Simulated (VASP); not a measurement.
Cs, 1 atom in the cell. The cell holds a molecule in a box, 1 atom: a = 10.500 Å, b = 11.000 Å, c = 11.500 Å, α = 90.00°, β = 90.00°, γ = 90.00°. 

```yaml
Program: VASP 6.6.1
Task: single point
Functional: PBE
Dispersion: D3
Potentials_or_basis: VASP PAW PBE potentials, release 64 (Cs_sv)
Cutoff: 400 eV
k_mesh: 1 × 1 × 1
Occupations: gaussian, width 0.01 eV
Spin: collinear spin, ferromagnetic start
Starting_moments: "[0.5] μB"
Fixed_moment: 1 μB
Further_INCAR_settings: ALGO = Normal; EDIFF = 1e-07; NBANDS = 14; ISYM = 0
```

Potentials or basis: VASP PAW PBE potentials, release 64 (Cs_sv).

Launch:

```console
$ cat potpaw_PBE.64/Cs_sv/POTCAR > POTCAR
$ mpirun -np 4 vasp_gam > vasp.out
```

Hardware: 4 MPI ranks on Intel(R) Xeon(R) 6975P-C (Granite Rapids) (shared host).

Problem. Estimate the wall time of this run.

Solution. Wall time 42 s on 4 MPI ranks on Intel(R) Xeon(R) 6975P-C (Granite Rapids) (shared host), peak memory 0.37 GiB a rank. Counts: scf iterations 33, k points 1.
